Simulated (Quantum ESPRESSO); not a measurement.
W:

```
W
1.0
     0.00000    2.03000    2.03000
     2.03000    0.00000    2.03000
     2.03000    2.03000    0.00000
W
1
Direct
  0.00000 0.00000 0.00000
```

This isn't the form of W at room conditions, which is bcc.

```yaml
Program: Quantum ESPRESSO 7.5
Task: single point
Functional: PBEsol
Potentials_or_basis: GBRV 1.5 PBEsol
Cutoff: 762 eV
Density_cutoff: 6095 eV
k_mesh: 11 × 11 × 11
Occupations: fermi-dirac, width 0.05 eV
Spin: no spin polarisation
```

On this cell: pressure -12.6 GPa; band gap on the k mesh none (metal or under the smearing width).

The same run follows on a disturbed copy (cell strained at random at fixed volume):

```
W
1.0
     0.01192    2.00823    2.03186
     2.02971    0.01106    2.03272
     2.05415    2.03352   -0.01337
W
1
Direct
  0.99325 0.99126 0.01410
```

What changes?

The energy (extrapolated to zero smearing) moves by -4.4 meV/atom; pressure -12.5 GPa; band gap on the k mesh none (metal or under the smearing width).

Stress tensor (GPa, compression positive):
```
-11.92   2.43  -0.74
  2.43 -14.30  -1.03
 -0.74  -1.03 -11.40
```

The energy falls, though the first cell shows no forces: that form is unstable against this distortion, unless noise or another electronic state is at work.
